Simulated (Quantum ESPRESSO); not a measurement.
## SnO2 under changes of volume

One of the cells (14.496 Å³/atom); the others are scaled copies at fixed shape and fractional positions:

```
Sn O
1.0
     1.61709    0.93363    4.80059
    -1.61709    0.93363    4.80059
     0.00000   -1.86726    4.80059
Sn O
1 2
Direct
  0.50000 0.50000 0.50000
  0.76283 0.76283 0.76283
  0.23717 0.23717 0.23717
```

Measurements of this composition are mostly on another form, of space group No. 136.

```yaml
Program: Quantum ESPRESSO 7.5
Functional: r2SCAN
Potentials_or_basis: SG15 PBE 1.2
Cutoff: 1197 eV
Density_cutoff: 4789 eV
k_mesh: 4 × 4 × 4
Occupations: fermi-dirac, width 0.05 eV
Spin: no spin polarisation
```

| volume (Å³/atom) | energy over the lowest point (meV/atom) | pressure (GPa) | gap on the mesh (eV) |
| --- | --- | --- | --- |
| 13.626 | 2.04 | 2.9 | 2.45 |
| 13.916 | 0.00 | -0.7 | 2.30 |
| 14.206 | 4.15 | -3.9 | 2.17 |
| 14.496 | ? | ? | ? |
| 14.785 | 28.25 | -9.3 | 1.92 |
| 15.075 | 47.03 | -11.5 | 1.81 |
| 15.365 | 69.59 | -13.5 | 1.71 |

Problem. What does the run at 14.496 Å³/atom give?

Solution. Energy over the lowest point 13.77 meV/atom; pressure -6.8 GPa; gap on the mesh 2.04 eV.

Worked out: A Birch-Murnaghan fit of order 3 (a polynomial in V^(-2/3)) to the other rows has its minimum at 13.86 Å³/atom with B0 = V·E''(V) = 168 GPa and B' = 4.9 at fixed shape and positions, which overstates the stiffness. It gives 13.81 meV/atom at 14.496 Å³/atom, against the run's 13.77, and -dE/dV = -6.7 GPa, against -6.8. A parabola through the other rows of the gap, of slope -6.13 eV per unit of ln V there, gives 2.04 eV, against the run's 2.04.

Energies are extrapolated to zero smearing.

Caveats: all runs use coarse meshes; the potentials were made for another functional, which shifts forces and pressure; spin-orbit coupling is left out, which moves the levels of the heavy elements.

A mesh can miss the band edges.
